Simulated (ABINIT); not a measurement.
Crystal: ZnS (Wurtzite-2H).

```
CELL_PARAMETERS angstrom
3.81100 0.00000 0.00000
-1.90550 3.30042 0.00000
0.00000 0.00000 6.23400
ATOMIC_POSITIONS crystal
Zn 0.66667 0.33333 0.50000
Zn 0.33333 0.66667 0.00000
S 0.66667 0.33333 0.88500
S 0.33333 0.66667 0.38500
```

Base run:

- Program: ABINIT 10.8.3 (patched build)
- Functional: PBEsol
- Potentials or basis: PseudoDojo NC SR PBEsol v0.4.1 standard
- Cutoff: 1034 eV
- k mesh: 6 × 6 × 4
- Occupations: fermi-dirac, width 0.05 eV
- Spin: no spin polarisation

Its results: band gap on the k mesh 2.11 eV, direct; largest force 0.307 eV/Å.

Problem. The run is repeated on the same cell with these changes: functional from PBEsol to PBE; potentials or basis from PseudoDojo NC SR PBEsol v0.4.1 standard to PseudoDojo NC SR PBE v0.4.1 standard. What comes out?

Solution. Band gap on the k mesh 2.25 eV, direct; largest force 0.322 eV/Å.

A k mesh can miss the band edges.

Not every run made on this cell is shown here.
